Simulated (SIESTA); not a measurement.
**KI under changes of volume**

One of the cells (44.973 Å³/atom); the others are scaled copies at fixed shape and fractional positions:

```xyz
2
Lattice="0.0000 3.5562 3.5562 3.5562 0.0000 3.5562 3.5562 3.5562 0.0000" Properties=species:S:1:pos:R:3 pbc="T T T"
I     3.5562    3.5562    3.5562
K     0.0000    0.0000    0.0000
```

- Program: SIESTA 5.4.2
- Functional: PBEsol
- Potentials or basis: PseudoDojo 0.4 standard (PBEsol files)
- Basis: DZP (energy shift 0.003 Ry; two zetas on semicore shells; d shell added on K)
- Grid cutoff: 800 Ry
- Energy shift: 0.003 Ry
- k mesh: 7 × 7 × 7
- Occupations: fermi-dirac, width 0.05 eV
- Spin: no spin polarisation

```tsv
volume (Å³/atom)	energy over the lowest point (meV/atom)	pressure (GPa)	gap on the mesh (eV)
41.445	?	?	?
42.327	0.71	0.3	4.05
43.209	0.00	0.0	4.00
44.973	2.70	-0.5	3.90
45.854	5.79	-0.7	3.86
46.736	9.89	-0.8	3.82
```

**Question.** What does the run at 41.445 Å³/atom give?

**Answer.** Energy over the lowest point 3.01 meV/atom; pressure 0.6 GPa; gap on the mesh 4.11 eV.

Worked out: A Birch-Murnaghan fit of order 3 (a polynomial in V^(-2/3)) to the other rows has its minimum at 43.19 Å³/atom with B0 = V·E''(V) = 12.7 GPa and B' = 4.8. It gives 3.02 meV/atom at 41.445 Å³/atom, against the run's 3.01, and -dE/dV = 0.6 GPa, against 0.6. A straight line through the other rows of the gap, of slope -2.34 eV per unit of ln V (its deformation potential), extrapolates to 4.10 eV, against the run's 4.11.

Energies are extrapolated to zero smearing.

Caveats: spin-orbit coupling is left out, which moves the levels of the heavy elements; the basis of atomic orbitals isn't converged, which shifts pressures, moduli and gaps; an odd mesh through Γ misses points on the zone boundary, where band edges often lie (some runs).
